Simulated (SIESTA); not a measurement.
## SiC (Moissanite) under changes of volume

One of the cells (10.548 Å³/atom); the others are scaled copies at fixed shape and fractional positions:

```
CELL_PARAMETERS angstrom
3.09637 0.00000 0.00000
-1.54819 2.68154 0.00000
0.00000 0.00000 5.08143
ATOMIC_POSITIONS crystal
Si 0.66667 0.33333 0.50000
Si 0.33333 0.66667 0.00000
C 0.66667 0.33333 0.88500
C 0.33333 0.66667 0.38500
```

- Program: SIESTA 5.4.2
- Functional: PBE
- Potentials or basis: PseudoDojo 0.4 standard (PBE files)
- Basis: DZP (energy shift 0.003 Ry)
- Grid cutoff: 500 Ry
- Energy shift: 0.003 Ry
- k mesh: 10 × 10 × 5
- Occupations: fermi-dirac, width 0.05 eV
- Spin: no spin polarisation

```csv
volume (Å³/atom),energy over the lowest point (meV/atom),pressure (GPa),gap on the mesh (eV),largest force (eV/Å)
9.721,62.22,23.3,2.34,0.950
9.927,?,?,?,?
10.134,17.60,11.7,2.41,0.875
10.548,0.13,2.2,2.47,0.806
10.755,0.00,-1.9,2.45,0.775
10.961,4.93,-5.6,2.42,0.746
```

What does the run at 9.927 Å³/atom give?

Energy over the lowest point 36.14 meV/atom; pressure 17.2 GPa; gap on the mesh 2.37 eV; largest force 0.913 eV/Å.

Worked out: A Birch-Murnaghan fit of order 3 (a polynomial in V^(-2/3)) to the other rows has its minimum at 10.65 Å³/atom with B0 = V·E''(V) = 211 GPa and B' = 4.1 at fixed shape and positions, which overstates the stiffness. It gives 36.22 meV/atom at 9.927 Å³/atom, against the run's 36.14, and -dE/dV = 17.2 GPa, against 17.2. A parabola through the other rows of the gap, of slope 2.19 eV per unit of ln V there, gives 2.39 eV, against the run's 2.37.

Energies are extrapolated to zero smearing.

Caveats: an odd mesh through Γ misses points on the zone boundary, where band edges often lie; the basis of atomic orbitals isn't converged, which shifts pressures, moduli and gaps.
